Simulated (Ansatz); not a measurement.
NaCl, one cell by several methods

```
Na Cl
1.0
     2.86000    0.02860    0.02860
     0.02860    2.86000    0.02860
     0.02860    0.02860    2.86000
Na Cl
1 1
Direct
  0.00000 0.00000 0.00000
  0.50000 0.50000 0.50000
```

Atoms are numbered in the order listed.

The cell comes from COD entry 2104025, which wasn't checked; take it as a given geometry. The listed cell was then made from it by scaling, straining or moving an atom.

All numbers are computed: DFT, PBEsol, PAW with Ansatz's default frozen-core files, scalar-relativistic (Ansatz 0.2.0); DFT, PBEsol, all-electron LAPW, scalar-relativistic (Ansatz 0.2.0).

For PAW: a Γ-centred 8×8×8 k mesh, Fermi–Dirac smearing of 0.02 eV, cutoff 420 eV, no spin polarisation; the PAW files were made with PBE, and the program remakes their frozen cores for this functional. LAPW targets a basis error of 0.25 meV/atom. The Ansatz runs share mesh, smearing and spin set-up. Plane-wave (PAW) pressures include the program's estimate of the Pulay term.

Stress and pressure are positive in compression.

The change that made this cell: equal xy, yz and zx engineering shear strains of +2 %.

PAW results:

```
       quantity    PAW
 pressure (GPa)  59.62
stress yz (GPa)  -1.22
stress xz (GPa)  -1.22
stress xy (GPa)  -1.22
  band gap (eV)  4.161
```

What does LAPW (all electrons) give for the same quantities?


| quantity | LAPW |
| --- | --- |
| pressure (GPa) | 59.64 |
| stress yz (GPa) | -1.23 |
| stress xz (GPa) | -1.23 |
| stress xy (GPa) | -1.23 |
| band gap (eV) | 4.162 |
